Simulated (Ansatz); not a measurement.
# Sn (I4_1/amd) in Ansatz: a series of runs

The runs below take Sn through relaxation of cell and atoms, single point, with revPBE, BLYP, PBE.

Everything below comes from runs of Ansatz 0.2.0. Logs are shortened: lines on timing, memory, paths and dates and some standing lists are left out, and cuts for length are marked.

## Step 1: The structure

Symmetry: I4_1/amd, No. 141, tetragonal system. The conventional cell has a = 5.880 Å, b = 5.880 Å, c = 3.199 Å, α = 90.00°, β = 90.00°, γ = 90.00°. Around Sn (site symmetry -4m2) lie 6 Sn at 3.05 to 3.20 Å.

## Step 2: Relaxation of cell and atoms, revPBE

The input, input.yaml:

```yaml
crystal:
  lattice:
    - [-2.9401404553, 2.9401404553, 1.5993019889]
    - [2.9401404553, -2.9401404553, 1.5993019889]
    - [2.9401404553, 2.9401404553, -1.5993019889]
  atoms:
    - { symbol: Sn, position: [0.0, 0.0, 0.0] }
    - { symbol: Sn, position: [0.75, 0.25, 0.5] }
hamiltonian:
  xc: revpbe
  pseudopotentials: { kind: paw }
kpoints:
  mp_grid: { grid: [9, 9, 9] }
scf:
  occupations: { method: fermi_dirac, width: 0.05 }
output:
  forces: true
  stress: true
relax:
  f_tol: 0.01
  max_steps: 40
  cell: { stress_tol: 0.05 }
```

Potentials or basis: Ansatz PAW.

The run is started by

```console
$ ansatz run input.yaml --threads 2 --pin off --max-ram 5632MiB --backend cpu --events-out ev --progress --plain --runs-dir out
```

The program printed:

```text
Warning: RAYON_NUM_THREADS=2 ignored (pool sized by the plan → 2); use --threads N
Engine: ansatz 0.2.0, x86_64-unknown-linux-gnu
Pseudopotentials: kind: paw
Pseudopotential: Sn, paw, valence charge 14, recommended cutoff 420 eV (normal), Sn.paw.azcp
Functional definition: revPBE
  parameter kappa = 1.245
  parameter beta = 0.06672455060314922
  exchange = pbe_x(kappa = kappa, mu = beta*pi^2/3)
  correlation = pbe_c(beta = beta)
Crystal: 2 atoms, lattice volume = 55.300 Å³
Basis set: ecut = 420 eV, 1109 PW (Γ), exchange–correlation on 60×60×60 points (8 copies of the dense FFT grid, shifted against one another)
Bands: 18, of which v1, the nominal top of the filled ones, is band 14 counted from 1 (13 counted from 0)
Symmetry: 16 space group operations
Space group: I41/amd (ITA 141), of the structure as read, at distance tolerance 3.8e-5 Å
k-points: 75 of 729
Non-local potential: Sn, projectors of the file, l = 0: 2, l = 1: 2, l = 2: 2, l = 3: 2
PAW form: soft (Blöchl's): semilocal exchange-correlation on the pseudo side does not see the compensation charge
PAW frozen core: Sn, regenerated for the run's functional, and the local potential with it (the file was generated under x = pbe(κ = 0.804, μ = 0.2195149727645171), c = pbe(β = 0.06672455060314922))
PAW one-centre angular grid: Sn, 590 points (default); XC on 64 Gauss nodes
Initial density: superposition of atomic densities (neutral atoms: chi_scale 0, normalization atom), corrected by the library's trained network
Initial wavefunctions: pseudopotential atomic-orbital guess
Functional: x = revpbe(κ = 1.245, μ = 0.2195149727645171), c = pbe(β = 0.06672455060314922)
SCF iter   1: F=—  HF=-12060.488230 eV  |F-HF|=—  |Δ(HF+E_count)|=         —  Δρ=2.37e-3  dr2=1.43e-3  ethr=1.77e-3  ⟨swp⟩=6.1  Hψ=6939  notcnv=0
preconditioner: auto → Kerker (q_TF=auto, 2.436 Å⁻¹)  [metal: Δε(μ)=0.013 eV  Ē_g=20.241 eV  σ=0.050 eV  W_gap=0.06  n_scr=16 (ndim 8)  ℏωp=26.4 eV  f_vac=0.000  D(μ)=0.95/eV (n_scr^D=4)]
SCF iter   2: F=—  HF=-12060.487168 eV  |F-HF|=—  |Δ(HF+E_count)|=   1.06e-3  Δρ=8.23e-4  dr2=2.38e-4  ethr=5.09e-6  ⟨swp⟩=2.0  Hψ=2946  notcnv=0
SCF iter   3: F=—  HF=-12060.487210 eV  |F-HF|=—  |Δ(HF+E_count)|=   4.18e-5  Δρ=4.64e-4  dr2=8.38e-5  ethr=8.52e-7  ⟨swp⟩=1.0  Hψ=1350  notcnv=0
SCF iter   4: F=—  HF=-12060.487230 eV  |F-HF|=—  |Δ(HF+E_count)|=   1.99e-5  Δρ=6.42e-5  dr2=3.40e-6  ethr=2.99e-7  ⟨swp⟩=2.0  Hψ=1651  notcnv=0
SCF iter   5: F=—  HF=-12060.487231 eV  |F-HF|=—  |Δ(HF+E_count)|=   9.33e-7  Δρ=2.33e-5  dr2=3.01e-7  ethr=1.21e-8  ⟨swp⟩=3.0  Hψ=2431  notcnv=0
SCF iter   6: F=-12060.487231 eV  HF=-12060.487231 eV  |F-HF|=1.88e-9  |Δ(HF+E_count)|=  4.93e-10  Δρ=3.60e-6  dr2=6.62e-9  ethr=3.57e-10  ⟨swp⟩=5.0  Hψ=5040  notcnv=0
SCF 1 converged in 6 iterations: F = -12060.487231 eV  dr2 = 6.62e-9
relax step   1: F+E_penalty+E_count = -12060.48723092 eV  Δ(F+E_penalty+E_count) = +0.000e0 eV  max|allowed force component| = 4.337e-18 eV/Å  Δτ_max = 0.0000 Å  P = +2.455 GPa  Ω = 55.300 Å³  (6 SCF iters, dr2 threshold 1.00e-7 eV, accepted)
Crystal: 2 atoms, lattice volume = 58.973 Å³
Basis set: ecut = 420 eV, 1157 PW (Γ), exchange–correlation on 60×60×60 points (8 copies of the dense FFT grid, shifted against one another)
Initial density: handed on by an earlier stage of this run
Initial wavefunctions: those handed on with the density
iter 1 solved again at ethr=2.47e-6 eV; its pass at ethr=3.10e-3 eV (dr2=6.90e-4 eV) is discarded
SCF iter   1: F=—  HF=-12060.504662 eV  |F-HF|=—  |Δ(HF+E_count)|=         —  Δρ=1.36e-3  dr2=7.50e-4  ethr=2.47e-6  ⟨swp⟩=2.8  Hψ=9740  notcnv=0
preconditioner: auto → Kerker (q_TF=auto, 2.410 Å⁻¹)  [metal: Δε(μ)=0.048 eV  Ē_g=19.996 eV  σ=0.050 eV  W_gap=0.23  n_scr=16 (ndim 8)  ℏωp=25.6 eV  f_vac=0.000  D(μ)=0.90/eV (n_scr^D=4)]
SCF iter   2: F=—  HF=-12060.504809 eV  |F-HF|=—  |Δ(HF+E_count)|=   1.47e-4  Δρ=9.18e-4  dr2=3.46e-4  ethr=2.47e-6  ⟨swp⟩=1.0  Hψ=1350  notcnv=0
SCF iter   3: F=—  HF=-12060.504958 eV  |F-HF|=—  |Δ(HF+E_count)|=   1.50e-4  Δρ=1.50e-4  dr2=1.40e-5  ethr=1.23e-6  ⟨swp⟩=1.9  Hψ=1482  notcnv=0
SCF iter   4: F=—  HF=-12060.504964 eV  |F-HF|=—  |Δ(HF+E_count)|=   5.26e-6  Δρ=4.92e-5  dr2=2.22e-6  ethr=4.98e-8  ⟨swp⟩=2.9  Hψ=2403  notcnv=0
SCF iter   5: F=-12060.504964 eV  HF=-12060.504964 eV  |F-HF|=2.44e-8  |Δ(HF+E_count)|=   6.00e-7  Δρ=1.35e-5  dr2=1.95e-7  ethr=7.14e-10  ⟨swp⟩=3.0  Hψ=5293  notcnv=0
SCF 2 converged in 5 iterations: F = -12060.504964 eV  dr2 = 1.95e-7
relax step   2: F+E_penalty+E_count = -12060.50496417 eV  Δ(F+E_penalty+E_count) = -1.773e-2 eV  max|allowed force component| = 2.602e-18 eV/Å  Δτ_max = 0.0000 Å  P = -0.665 GPa  Ω = 58.973 Å³  energy of the carried Pulay correction = -7.887e-4 eV  (5 SCF iters, dr2 threshold 2.00e-7 eV, accepted)
Crystal: 2 atoms, lattice volume = 58.151 Å³
Basis set: ecut = 420 eV, 1141 PW (Γ), exchange–correlation on 60×60×60 points (8 copies of the dense FFT grid, shifted against one another)
iter 1 solved again at ethr=9.60e-8 eV; its pass at ethr=3.10e-3 eV (dr2=2.69e-5 eV) is discarded
SCF iter   1: F=—  HF=-12060.507038 eV  |F-HF|=—  |Δ(HF+E_count)|=         —  Δρ=2.89e-4  dr2=3.39e-5  ethr=9.60e-8  ⟨swp⟩=3.2  Hψ=9164  notcnv=0
preconditioner: auto → Kerker (q_TF=auto, 2.415 Å⁻¹)  [metal: Δε(μ)=0.052 eV  Ē_g=20.029 eV  σ=0.050 eV  W_gap=0.24  n_scr=16 (ndim 8)  ℏωp=25.8 eV  f_vac=0.000  D(μ)=0.91/eV (n_scr^D=4)]
SCF iter   2: F=—  HF=-12060.507044 eV  |F-HF|=—  |Δ(HF+E_count)|=   6.46e-6  Δρ=1.95e-4  dr2=1.53e-5  ethr=9.60e-8  ⟨swp⟩=1.0  Hψ=1350  notcnv=0
SCF iter   3: F=—  HF=-12060.507050 eV  |F-HF|=—  |Δ(HF+E_count)|=   5.40e-6  Δρ=3.08e-5  dr2=5.68e-7  ethr=5.48e-8  ⟨swp⟩=1.7  Hψ=1461  notcnv=0
SCF iter   4: F=-12060.507050 eV  HF=-12060.507050 eV  |F-HF|=1.30e-8  |Δ(HF+E_count)|=   2.18e-7  Δρ=9.65e-6  dr2=7.91e-8  ethr=7.14e-10  ⟨swp⟩=4.6  Hψ=4596  notcnv=0
SCF 3 converged in 4 iterations: F = -12060.507050 eV  dr2 = 7.91e-8
relax step   3: F+E_penalty+E_count = -12060.50705005 eV  Δ(F+E_penalty+E_count) = -2.086e-3 eV  max|allowed force component| = 1.041e-17 eV/Å  Δτ_max = 0.0000 Å  P = -0.061 GPa  Ω = 58.151 Å³  energy of the carried Pulay correction = -6.165e-4 eV  (4 SCF iters, dr2 threshold 2.00e-7 eV, accepted)
Crystal: 2 atoms, lattice volume = 58.075 Å³
iter 1 solved again at ethr=7.93e-9 eV; its pass at ethr=3.10e-3 eV (dr2=2.22e-6 eV) is discarded
SCF iter   1: F=—  HF=-12060.507081 eV  |F-HF|=—  |Δ(HF+E_count)|=         —  Δρ=3.40e-5  dr2=6.38e-7  ethr=7.93e-9  ⟨swp⟩=3.0  Hψ=8158  notcnv=0
preconditioner: auto → Kerker (q_TF=auto, 2.416 Å⁻¹)  [metal: Δε(μ)=0.055 eV  Ē_g=20.037 eV  σ=0.050 eV  W_gap=0.25  n_scr=16 (ndim 8)  ℏωp=25.8 eV  f_vac=0.000  D(μ)=0.91/eV (n_scr^D=4)]
SCF iter   2: F=—  HF=-12060.507082 eV  |F-HF|=—  |Δ(HF+E_count)|=   1.39e-6  Δρ=2.35e-5  dr2=3.17e-7  ethr=2.28e-9  ⟨swp⟩=1.0  Hψ=1352  notcnv=0
SCF iter   3: F=-12060.507083 eV  HF=-12060.507083 eV  |F-HF|=1.60e-9  |Δ(HF+E_count)|=   1.15e-7  Δρ=3.23e-6  dr2=7.34e-9  ethr=4.48e-11  ⟨swp⟩=3.3  Hψ=5427  notcnv=0
SCF 4 converged in 3 iterations: F = -12060.507083 eV  dr2 = 7.34e-9
relax step   4: F+E_penalty+E_count = -12060.50708254 eV  Δ(F+E_penalty+E_count) = -3.249e-5 eV  max|allowed force component| = 3.469e-18 eV/Å  Δτ_max = 0.0000 Å  P = -0.002 GPa  Ω = 58.075 Å³  energy of the carried Pulay correction = -6.005e-4 eV  (3 SCF iters, dr2 threshold 1.26e-8 eV, accepted)
Basis set: ecut = 420 eV, 1141 PW (Γ), exchange–correlation on 64×64×64 points (8 copies of the dense FFT grid, shifted against one another)
Initial wavefunctions: pseudopotential atomic-orbital guess (no wavefunctions were taken with the density)
iter 1 solved again at ethr=1.11e-7 eV; its pass at ethr=3.10e-3 eV (dr2=3.10e-5 eV) is discarded
SCF iter   1: F=—  HF=-12060.507671 eV  |F-HF|=—  |Δ(HF+E_count)|=         —  Δρ=5.36e-5  dr2=2.83e-7  ethr=1.11e-7  ⟨swp⟩=2.9  Hψ=10255  notcnv=0
SCF iter   2: F=—  HF=-12060.507672 eV  |F-HF|=—  |Δ(HF+E_count)|=   4.26e-7  Δρ=2.63e-5  dr2=7.41e-8  ethr=1.01e-9  ⟨swp⟩=2.0  Hψ=2397  notcnv=0
SCF iter   3: F=—  HF=-12060.507672 eV  |F-HF|=—  |Δ(HF+E_count)|=   1.84e-7  Δρ=7.12e-6  dr2=1.24e-8  ethr=2.65e-10  ⟨swp⟩=2.1  Hψ=2280  notcnv=0
SCF iter   4: F=—  HF=-12060.507672 eV  |F-HF|=—  |Δ(HF+E_count)|=   1.09e-8  Δρ=8.40e-7  dr2=4.05e-10  ethr=4.42e-11  ⟨swp⟩=2.3  Hψ=1923  notcnv=0
SCF iter   5: F=—  HF=-12060.507672 eV  |F-HF|=—  |Δ(HF+E_count)|=  9.64e-11  Δρ=2.59e-7  dr2=3.93e-11  ethr=1.45e-12  ⟨swp⟩=2.0  Hψ=2401  notcnv=0
SCF iter   6: F=-12060.507672 eV  HF=-12060.507672 eV  |F-HF|=0.00e0  |Δ(HF+E_count)|=  3.64e-12  Δρ=5.39e-8  dr2=1.36e-12  ethr=1.00e-12  ⟨swp⟩=5.6  Hψ=5202  notcnv=0
SCF 5 converged in 6 iterations: F = -12060.507672 eV  dr2 = 1.36e-12
relax step   5: F+E_penalty+E_count = -12060.50767187 eV  Δ(F+E_penalty+E_count) = -5.893e-4 eV  max|allowed force component| = 8.674e-19 eV/Å  Δτ_max = 0.0000 Å  P = -0.005 GPa  Ω = 58.075 Å³  stress off target by 4.64e-3 GPa  SCF on the basis re-selected at this cell (its energy is not comparable with the rows above)  (6 SCF iters)
basis re-selected at this cell: Δ(F+E_penalty+E_count) = -5.893e-4 eV, ΔP = -0.002 GPa vs the last step (what re-selecting the basis moved, of the pressure what is left beyond the Pulay correction that the steps carried, after the strain that the cell walked since its last selection, with what the two solves' SCF thresholds leave and, on support functions, any second-order correction that the steps lacked; it is no measure of the basis error at this ecutwfc). The dense FFT grid was sized anew with the basis: this SCF ran on 32×32×32 points, the steps before it on 30×30×30, so part of this shift can come from that change (see relax.cell in the input reference). This SCF's stress stands 4.64e-3 GPa from its target on what of the cell is left free (relax.cell.stress_tol is 5.00e-2 GPa) and its largest allowed force component is 8.67e-19 eV/Å (relax.f_tol is 1.00e-2 eV/Å): within both
SCF converged after 6 iterations
Free energy (F): -12060.507672 eV
Harris-Foulkes:  -12060.507672 eV  (|F-HF|=0.00e0)
Internal energy: -12060.500222 eV  (E = F + TS)
E sigma→0 (E₀):  -12060.503947 eV
Entropy (-TS):   -0.007450 eV (-3.725 meV/atom)
Fermi energy:    9.851355 eV
--- Per-component energies (eV) ---
  E_band       = -187.826199
  E_kinetic    = 371.130896
  E_local      = -1791.393083  (includes V_loc(G=0)·N_el)
  E_nonlocal   = -65.873127
  E_hartree    = 1099.084026
  E_xc         = -765.276343
  E_vxc        = -190.086606  (∫ρ·V_xc dr)
  E_paw        = -8283.658467  (= ΣΔE_a)
  E_vpaw       = -709.772267  (= ΣTr[D̂ρ^β])
  E_aug_tail   = -0.000001  (compensation charges beyond the density's cutoff)
  E_ewald      = -2624.552159
  E_core_change = 0.038035  (= ΣΔE_core)
  E_smearing   = -0.007450  (= −TS)
  E_closure    = -0.000000  (closes the sum)
  Σ components = -12060.507672   (vs F -12060.507672, Δ=0.00e0)
--- Forces (eV/Å), atoms counted from 1 ---
  atom   1  Sn     0.00000000     0.00000000     0.00000000
  atom   2  Sn     0.00000000     0.00000000     0.00000000
  max |Σ_I F_I| component: 1.39e-17 eV/Å
--- Stress (GPa, compression-positive) ---
       -0.004637       0.000000       0.000000
        0.000000      -0.004637       0.000000
        0.000000      -0.000000      -0.004429
  P = ⅓ Tr σ = -0.0046 GPa (-0.046 kbar)
--- Relaxed structure (4 steps of the walk, 4 accepted, 1 SCFs on fresh bases) ---
  F+E_penalty+E_count = -12060.50767187 eV   max|allowed force component| = 8.674e-19 eV/Å   (the final SCF, on the basis selected at the relaxed cell)
  cell:  # Å, volume = 58.0746 Å³
    - [-2.9921859175527663, 2.9921859175527663, 1.6216193563816559]
    - [2.9921859175527663, -2.9921859175527663, 1.6216193563816559]
    - [2.9921859175527663, 2.9921859175527663, -1.6216193563816559]
  atoms:
    - { symbol: Sn, position: [3.0063125569052367e-71, 2.5587770243088635e-37, 2.5587770243088635e-37] }
    - { symbol: Sn, position: [0.75, 0.25, 0.5] }
```

Run time: 26 s. Hardware: 2 threads of Intel Xeon at 2.50GHz (Skylake/Cascade Lake), shared host; peak memory 0.41 GiB.

What came out:

| Property | Result |
| --- | --- |
| Free energy | -12060.5077 eV |
| Relaxed volume | 29.04 Å³/atom |
| Relaxed cell | a = 4.532 Å, b = 4.532 Å, c = 4.532 Å, α = 97.36°, β = 97.36°, γ = 138.06° |
| Space group after relaxing (to 0.05 Å) | I4_1/amd (No. 141) |
| Energy gained by relaxing | 10.2 meV/atom |
| Ionic steps | 5 |
| Pressure after relaxing | 0.0 GPa |

Step by step:
| step | energy change (eV) | largest force (eV/Å) | volume (Å³) |
| --- | --- | --- | --- |
| 1 | 0.0000 | 0.0000 | 55.30 |
| 2 | -0.0177 | 0.0000 | 58.97 |
| 3 | -0.0198 | 0.0000 | 58.15 |
| 4 | -0.0199 | 0.0000 | 58.07 |
| 5 | -0.0204 | 0.0000 | 58.07 |

Final structure:
```
CELL_PARAMETERS angstrom
-2.99219 2.99219 1.62162
2.99219 -2.99219 1.62162
2.99219 2.99219 -1.62162
ATOMIC_POSITIONS crystal
Sn 0.00000 0.00000 0.00000
Sn 0.75000 0.25000 0.50000
```

Caveat: the plane-wave basis is chosen anew once the cell has moved, so the energies of steps on either side of that aren't comparable; the PAW data sets come from PBE, with cores solved anew for the run's functional, which leaves a small shift of forces and pressure.

## Step 3: Relaxation of cell and atoms, BLYP

Changes to input.yaml since step 2:

```diff
@@ -9,3 +9,3 @@
 hamiltonian:
-  xc: revpbe
+  xc: blyp
   pseudopotentials: { kind: paw }
```

Potentials or basis: Ansatz PAW.

The run is started by

```console
$ ansatz run input.yaml --threads 2 --pin off --max-ram 5632MiB --backend cpu --events-out ev --progress --plain --runs-dir out
```

The program printed:

```text
Warning: RAYON_NUM_THREADS=2 ignored (pool sized by the plan → 2); use --threads N
[... 3 set-up lines as earlier in the session ...]
Functional definition: BLYP
  parameter beta = 0.0042
  parameter a = 0.04918
  parameter b = 0.132
  parameter c = 0.2533
  parameter d = 0.349
  exchange = b88_x(beta = beta)
  correlation = lyp_c(a = a, b = b, c = c, d = d)
Crystal: 2 atoms, lattice volume = 55.300 Å³
Basis set: ecut = 420 eV, 1109 PW (Γ), exchange–correlation on 60×60×60 points (8 copies of the dense FFT grid, shifted against one another)
Bands: 18, of which v1, the nominal top of the filled ones, is band 14 counted from 1 (13 counted from 0)
[... 2 set-up lines as earlier in the session ...]
k-points: 75 of 729
[... 6 set-up lines as earlier in the session ...]
Functional: x = b88, c = lyp
SCF iter   1: F=—  HF=-12080.805989 eV  |F-HF|=—  |Δ(HF+E_count)|=         —  Δρ=6.62e-3  dr2=1.99e-2  ethr=1.77e-3  ⟨swp⟩=6.1  Hψ=6949  notcnv=0
preconditioner: auto → Kerker (q_TF=auto, 2.436 Å⁻¹)  [metal: Δε(μ)=0.071 eV  Ē_g=20.234 eV  σ=0.050 eV  W_gap=0.31  n_scr=16 (ndim 8)  ℏωp=26.4 eV  f_vac=0.000  D(μ)=0.82/eV (n_scr^D=4)]
[... 54 lines left out ...]
SCF converged after 6 iterations
Free energy (F): -12080.912611 eV
Harris-Foulkes:  -12080.912611 eV  (|F-HF|=5.46e-12)
Internal energy: -12080.903669 eV  (E = F + TS)
E sigma→0 (E₀):  -12080.908140 eV
Entropy (-TS):   -0.008942 eV (-4.471 meV/atom)
Fermi energy:    9.219889 eV
--- Per-component energies (eV) ---
  E_band       = -202.684442
  E_kinetic    = 372.724348
  E_local      = -1893.481278  (includes V_loc(G=0)·N_el)
  E_nonlocal   = -66.402084
  E_hartree    = 1136.405828
  E_xc         = -759.752411
  E_vxc        = -187.740089  (∫ρ·V_xc dr)
  E_paw        = -8307.355141  (= ΣΔE_a)
  E_vpaw       = -700.596897  (= ΣTr[D̂ρ^β])
  E_aug_tail   = -0.000001  (compensation charges beyond the density's cutoff)
  E_ewald      = -2562.790376
  E_core_change = -0.252554  (= ΣΔE_core)
  E_smearing   = -0.008942  (= −TS)
  E_closure    = 0.000000  (closes the sum)
  Σ components = -12080.912611   (vs F -12080.912611, Δ=0.00e0)
--- Forces (eV/Å), atoms counted from 1 ---
  atom   1  Sn     0.00000000     0.00000000     0.00000000
  atom   2  Sn     0.00000000    -0.00000000     0.00000000
  max |Σ_I F_I| component: 3.47e-18 eV/Å
--- Stress (GPa, compression-positive) ---
       -0.016859       0.000000      -0.000000
        0.000000      -0.016859       0.000000
       -0.000000      -0.000000      -0.002998
  P = ⅓ Tr σ = -0.0122 GPa (-0.122 kbar)
--- Relaxed structure (4 steps of the walk, 4 accepted, 1 SCFs on fresh bases) ---
  F+E_penalty+E_count = -12080.91261105 eV   max|allowed force component| = 1.735e-18 eV/Å   (the final SCF, on the basis selected at the relaxed cell)
  cell:  # Å, volume = 62.3744 Å³
    - [-3.0662347556777982, 3.0662347556777982, 1.6585777909910286]
    - [3.0662347556777982, -3.0662347556777982, 1.6585777909910286]
    - [3.0662347556777982, 3.0662347556777982, -1.6585777909910286]
  atoms:
    - { symbol: Sn, position: [8.188086477788363e-36, 1.1214863505442398e-69, 8.188086477788363e-36] }
    - { symbol: Sn, position: [0.75, 0.25, 0.5] }
```

It took 22 s on 2 threads of Intel Xeon at 2.50GHz (Skylake/Cascade Lake), shared host; peak memory 0.41 GiB.

Results:

```
Free energy                            : -12080.9126 eV
Relaxed volume                         : 31.19 Å³/atom
Relaxed cell                           : a = 4.643 Å, b = 4.643 Å, c = 4.643 Å, α = 97.33°, β = 97.33°, γ = 138.14°
Space group after relaxing (to 0.05 Å) : I4_1/amd (No. 141)
Energy gained by relaxing              : 55.7 meV/atom
Ionic steps                            : 5
Pressure after relaxing                : 0.0 GPa
```

The path:
```
step  energy change (eV)  largest force (eV/Å)  volume (Å³)
   1              0.0000                0.0000        55.30
   2             -0.1084                0.0000        63.42
   3             -0.1103                0.0000        62.59
   4             -0.1105                0.0000        62.37
   5             -0.1114                0.0000        62.37
```

Final structure:
```
Sn
1.0
    -3.06623    3.06623    1.65858
     3.06623   -3.06623    1.65858
     3.06623    3.06623   -1.65858
Sn
2
Direct
  0.00000 0.00000 0.00000
  0.75000 0.25000 0.50000
```

Caveat: the plane-wave basis is chosen anew once the cell has moved, so the energies of steps on either side of that aren't comparable; the PAW data sets come from PBE, with cores solved anew for the run's functional, which leaves a small shift of forces and pressure.

## Step 4: Single point, PBE

Changes to input.yaml since step 3:

```diff
@@ -9,3 +9,3 @@
 hamiltonian:
-  xc: blyp
+  xc: pbe
   pseudopotentials: { kind: paw }
@@ -14,3 +14,3 @@
 scf:
-  occupations: { method: fermi_dirac, width: 0.05 }
+  occupations: { method: gaussian, width: 0.012 }
 output:
@@ -18,5 +18,2 @@
   stress: true
-relax:
-  f_tol: 0.01
-  max_steps: 40
-  cell: { stress_tol: 0.05 }
+  eigenvalues: true
```

The run is started by

```console
$ ansatz run input.yaml --threads 2 --pin off --max-ram 5632MiB --backend cpu --events-out ev --progress --plain --runs-dir out
```

It took 6.2 s on 2 threads of Intel Xeon at 2.50GHz (Skylake/Cascade Lake), shared host; peak memory 0.38 GiB.

It converged, with:

- Free energy: -12048.3286 eV
- Pressure: 1.4 GPa
- Band gap on the k mesh: none (metal or under the smearing width)

Stress tensor (GPa, compression positive):
```
1.56 0.00 0.00
0.00 1.56 0.00
0.00 0.00 1.15
```

Levels at points of the mesh, in eV from the Fermi level:
```csv
k point,band 12,band 13,band 14,band 15,band 16,band 17
"(0.00, 0.00, 0.00)",-3.71,-1.94,-1.94,2.99,6.12,6.12
```

## Step 5: Overview

| task | level | cell | smearing | pressure (GPa) | relaxed volume (Å³/atom) |
| --- | --- | --- | --- | --- | --- |
| relaxation of cell and atoms | revPBE | relaxed | fermi-dirac 0.05 eV | 0.0 | 29.04 |
| relaxation of cell and atoms | BLYP | relaxed | fermi-dirac 0.05 eV | 0.0 | 31.19 |
| single point | PBE | as given | gaussian 0.012 eV | 1.4 | - |

Alike in all rows: potentials or basis Ansatz PAW; no spin polarisation; k mesh 9 × 9 × 9; cutoff (eV) 420.

Caveats: the plane-wave basis is chosen anew once the cell has moved, so the energies of steps on either side of that aren't comparable (some runs); the PAW data sets come from PBE, with cores solved anew for the run's functional, which leaves a small shift of forces and pressure (some runs).

Total energies depend on the potentials used, so only differences within one code and one set of settings carry meaning.
